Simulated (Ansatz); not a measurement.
Write the native input for Ansatz 0.2.0 that does the following.

```yaml
Task: relaxation of cell and atoms
Functional: revPBE0
Potentials_or_basis: Ansatz PAW
Cutoff: "420 eV (not typed: the program's choice for these potentials)"
k_mesh: 4 × 4 × 3
Occupations: fermi-dirac, width 0.05 eV
Spin: no spin polarisation
```

Crystal: SnSe2.

```
Sn Se
1.0
     3.81100    0.00000    0.00000
    -1.90550    3.30042    0.00000
     0.00000    0.00000    6.13600
Sn Se
1 2
Direct
  0.00000 0.00000 0.00000
  0.66667 0.33333 0.75100
  0.33333 0.66667 0.24900
```

One way to write it, as run:

input.yaml

```yaml
crystal:
  lattice:
    - [3.811, 0.0, 0.0]
    - [-1.9055, 3.3004228138, 0.0]
    - [0.0, 0.0, 6.136]
  atoms:
    - { symbol: Sn, position: [0.0, 0.0, 0.0] }
    - { symbol: Se, position: [0.6666666667, 0.3333333333, 0.751] }
    - { symbol: Se, position: [0.3333333333, 0.6666666667, 0.249] }
hamiltonian:
  xc: revpbe0
  pseudopotentials: { kind: paw }
kpoints:
  mp_grid: { grid: [4, 4, 3] }
scf:
  occupations: { method: fermi_dirac, width: 0.05 }
output:
  forces: true
  stress: true
relax:
  f_tol: 0.01
  max_steps: 40
  cell: { stress_tol: 0.05 }
```

Potentials or basis: Ansatz PAW.

The run is started by

```sh
$ ansatz run input.yaml --threads 2 --pin off --max-ram 5632MiB --backend cpu --events-out ev --progress --plain --runs-dir out
```

It gave:

* Relaxed volume: 37.40 Å³/atom
* Relaxed cell: a = 3.864 Å, b = 3.864 Å, c = 8.675 Å, α = 90.00°, β = 90.00°, γ = 120.00°
* Space group after relaxing (to 0.05 Å): P-3m1 (No. 164)
* Energy gained by relaxing: 44.0 meV/atom
* Ionic steps: 19
* Pressure after relaxing: 0.0 GPa
* Largest force after relaxing: 0.004 eV/Å
* Band gap on the k mesh: 2.38 eV, indirect (least direct gap 2.63 eV)

Caveat: the k mesh is coarse (spacing up to 0.48 Å⁻¹), so the values aren't converged; the volume moved by over 15 % at a fixed basis, so the end points are rough; odd divisions of the mesh miss points on the zone boundary, where band edges often lie, so the gap on the mesh can be too wide; the plane-wave basis is chosen anew once the cell has moved, so the energies of steps on either side of that aren't comparable; spin-orbit coupling is left out, which moves the levels of the heavy elements; the volume moved by +45 % from the deposited cell, more than functionals usually miss; the PAW data sets come from PBE, with cores solved anew for the run's functional, which leaves a small shift of forces and pressure.

Run time: 6.4 min on 2 threads of Arm Neoverse V1, with other jobs on the host, peak memory 1.5 GiB.
